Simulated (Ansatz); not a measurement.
## Moving spin-orbit coupling in Re

Space group P6_3/mmc (No. 194). a = 2.761 Å, b = 2.761 Å, c = 4.458 Å, α = 90.00°, β = 90.00°, γ = 120.00°
```tsv
atom	site	symmetry	x	y	z
Re	2c	-6m2	0.6667	0.3333	0.7500
```

Kept alike: task band structure; functional PBEsol; k mesh 11 × 11 × 6; occupations fermi-dirac, width 0.05 eV. Program: Ansatz, Ansatz PAW, cutoff 420 eV. The mesh is that of the run's cell of 2 atoms.

```csv
spin-orbit coupling,pressure (GPa)
off,-4.20
on,-3.50
```

Pressure is positive in compression, with a Pulay correction for the finite cutoff. For a metal such a mesh leaves the last digits unconverged. All rows use potentials made for PBE.

Task: What does spin-orbit coupling change here?

Result: The pressure runs from -4.20 (off) to -3.50 GPa (on).
